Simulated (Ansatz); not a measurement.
# TaC: the cost of one run

Program: Ansatz 0.2.0. Level of theory: DFT PBE, scalar-relativistic, plane waves, PAW. These are calculated values, not measurements.

The COD entry's cell or inner coordinates are ideal or old and differ from later refinements, so a difference from it is no clean test against experiment.

8 further runs of the same task are left out: 8 set aside as unsound or not needed.

## Step 1: The starting structure

It takes space group Fm-3m (No. 225, cubic). The conventional cell has a = 4.469 Å, b = 4.469 Å, c = 4.469 Å, α = 90.00°, β = 90.00°, γ = 90.00°. Ta (site symmetry m-3m) is surrounded by 6 C at 2.23 Å. C (site symmetry m-3m) has 6 Ta at 2.23 Å as nearest neighbours.

Structure file:

```cif
data_structure
_symmetry_space_group_name_H-M 'Fm-3m'
_symmetry_Int_Tables_number 225
_cell_length_a 4.4691
_cell_length_b 4.4691
_cell_length_c 4.4691
_cell_angle_alpha 90.000
_cell_angle_beta 90.000
_cell_angle_gamma 90.000
_cell_volume 89.26
loop_
_atom_site_label
_atom_site_type_symbol
_atom_site_symmetry_multiplicity
_atom_site_Wyckoff_symbol
_atom_site_fract_x
_atom_site_fract_y
_atom_site_fract_z
_atom_site_occupancy
Ta1 Ta 4 a 0.00000 0.00000 0.00000 1
C1 C 4 b 0.50000 0.00000 0.00000 1
```

It is the result of an earlier relaxation at this level (volume 11.16 Å³/atom; gap on the mesh: none (metal)).

## Step 2: Elastic constants, atoms relaxed

Input file input.yaml:

```yaml
crystal:
  lattice:
    - [0.0, 2.2345288511, 2.2345288511]
    - [2.2345288511, 0.0, 2.2345288511]
    - [2.2345288511, 2.2345288511, 0.0]
  atoms:
    - { symbol: Ta, position: [0.0, 0.0, 0.0] }
    - { symbol: C, position: [0.5, 0.5, 0.5] }
basis:
  ecutwfc: 240.0
kpoints:
  mp_grid: { grid: [16, 16, 16] }
hamiltonian:
  xc: pbe
scf:
  occupations: { method: fermi_dirac, width: 0.15 }
output:
  forces: true
  stress: true
  eigenvalues: true
elastic:
  mode: relaxed_ion
  amplitude: 0.005
```

On the command line:

```sh
$ ansatz run input.yaml --threads 1 --pin off --max-ram 2560MiB --backend cpu --events-out ev --progress --plain --runs-dir out
```

What time and memory should one allow on 1 thread of Intel Xeon Platinum 8488C (Sapphire Rapids), shared host?

About 29 s, with a peak of 0.51 GiB.
